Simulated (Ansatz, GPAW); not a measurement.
Pb: 3 runs at one level of theory

```
CELL_PARAMETERS angstrom
0.00000 2.47502 2.47502
2.47502 0.00000 2.47502
2.47502 2.47502 0.00000
ATOMIC_POSITIONS crystal
Pb 0.00000 0.00000 0.00000
```

Alike in all runs: task single point; functional PBE; k mesh 9 × 9 × 9; occupations gaussian, width 0.015 eV; no spin polarisation; no spin-orbit coupling. Pressure is positive in compression and, in plane waves, holds the error of the finite cutoff, which Ansatz's Pulay term estimates and takes out.

```csv
program and potentials,plane-wave cutoff (eV),notes,pressure (GPa)
"Ansatz, Ansatz PAW",420,Pulay term of +0.02 GPa included,2.25
"Ansatz, all-electron LAPW, scalar-relativistic",-,-,2.26
"GPAW, GPAW PAW data sets (gpaw-data 1.2.1)",600,-,2.00
```

The pressure spans 2.00 (GPAW, GPAW PAW data sets (gpaw-data 1.2.1)) to 2.26 GPa (Ansatz, all-electron LAPW, scalar-relativistic), with all-electron results at 2.26.

The functional is the same throughout but for its coding, so the spread measures potentials, basis and numerics; runs on potential files found faulty are left out.

All three runs put fcc lead under compression at this volume, so its PBE equilibrium volume is larger than that of the cell. Since the cell lies close to the measured lattice parameter, this matches the familiar underbinding of heavy metals by PBE: its gradient correction favours inhomogeneous density and weakens the cohesion between large, polarisable atoms with filled 5d shells. Lead is also a soft metal, because the relativistically stabilised 6s pair contributes little to bonding and cohesion rests mainly on the 6p electrons. A pressure of this size therefore corresponds to an appreciable linear expansion, of roughly one to two per cent.

The Ansatz PAW value of 2.25 GPa practically reproduces the all-electron 2.26 GPa, which suggests that its potential describes the valence and outer-core response well at this volume. GPAW's lower 2.00 GPa may reflect its data set or residual basis-set stress, but it leaves the sign of the pressure unchanged. Agreement at a single volume does not establish equal bulk moduli, which depend on how the pressure changes with compression.
